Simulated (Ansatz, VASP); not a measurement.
**One calculation of GaN, two programs**

The input INCAR:

```
SYSTEM = GaN
ALGO = Normal ; EDIFF = 1E-6
ENCUT = 520 ; GGA = PE
ISIF = 2 ; ISMEAR = 0
LASPH = .TRUE. ; LCHARG = .FALSE.
LREAL = .FALSE. ; LWAVE = .FALSE.
NBANDS = 16 ; NELM = 60
PREC = Accurate ; SIGMA = 0.022
```

The input KPOINTS:

```
k-points
0
G
  10 10 10
  0 0 0
```

File POSCAR:

```
GaN
1.0
    0.0000000000      2.2535006075      2.2535006075
    2.2535006075      0.0000000000      2.2535006075
    2.2535006075      2.2535006075      0.0000000000
Ga N
1 1
Direct
    0.0000000000      0.0000000000      0.0000000000
    0.2500000000      0.2500000000      0.2500000000
```

The input input.yaml:

```yaml
crystal:
  lattice:
    - [0.0, 2.2535006075, 2.2535006075]
    - [2.2535006075, 0.0, 2.2535006075]
    - [2.2535006075, 2.2535006075, 0.0]
  atoms:
    - { symbol: Ga, position: [0.0, 0.0, 0.0] }
    - { symbol: "N", position: [0.25, 0.25, 0.25] }
hamiltonian:
  xc: pbe
  pseudopotentials: { kind: paw }
kpoints:
  mp_grid: { grid: [10, 10, 10] }
scf:
  occupations: { method: gaussian, width: 0.022 }
output:
  forces: true
  stress: true
  eigenvalues: true
```

The cell is a database's computed one.

Alike in both runs: task single point; functional PBE; k mesh 10 × 10 × 10; occupations gaussian, width 0.022 eV; no spin polarisation.

```csv
,VASP,Ansatz
version,VASP 6.6.1,Ansatz 0.2.0
potentials or method,"VASP PAW PBE potentials, release 64 (Ga_d, N)",Ansatz PAW
plane-wave cutoff (eV),520,420
valence electrons in the cell,18,18
```

Ansatz gave:

| Item | Value |
| --- | --- |
| gap on the k mesh at the Fermi level (eV) | 1.72 |
| least direct gap on the mesh (eV) | 1.72 |
| pressure (GPa) | 5.0 |

Task: Which values does VASP return?

Result: gap on the k mesh at the Fermi level (eV): 1.72; least direct gap on the mesh (eV): 1.72; pressure (GPa): 5.1.

Caveats: the pressure holds a Pulay correction of +0.5 GPa for the finite cutoff (Ansatz).
